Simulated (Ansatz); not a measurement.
The system is PtS2.

```xyz
3
Lattice="3.5432 0.0000 0.0000 -1.7716 3.0685 0.0000 0.0000 0.0000 5.0388" Properties=species:S:1:pos:R:3 pbc="T T T"
Pt    0.0000    0.0000    0.0000
S     1.7716    1.0228    3.8950
S     0.0000    2.0457    1.1438
```

Base run:

* Program: Ansatz 0.2.0
* Functional: PBEsol
* Potentials or basis: Ansatz PAW
* Cutoff: 420 eV (not typed: the program's choice for these potentials)
* k mesh: 9 × 9 × 5
* Occupations: fermi-dirac, width 0.05 eV
* Spin: no spin polarisation
* Hubbard terms: Pt d U = 5 eV

Its results: band gap on the k mesh 0.85 eV, indirect (least direct gap 0.96 eV); pressure 7.1 GPa; largest force 1.081 eV/Å.

Task: The run is repeated on the same cell with these changes: hubbard terms from Pt d U = 5 eV to Pt d U = 2 eV. What comes out?

Result: Band gap on the k mesh 0.94 eV, indirect (least direct gap 1.00 eV); pressure 6.6 GPa; largest force 1.005 eV/Å.

Caveats: odd divisions of the mesh miss points on the zone boundary, where band edges often lie, so the gap on the mesh can be too wide; spin-orbit coupling is left out, which moves the levels of the heavy elements; the PAW data sets come from PBE, with cores solved anew for the run's functional, which leaves a small shift of forces and pressure; forces of over 1 eV/Å show positions far from the minimum, so gaps and moduli don't describe the material at rest.

A k mesh can miss the band edges.
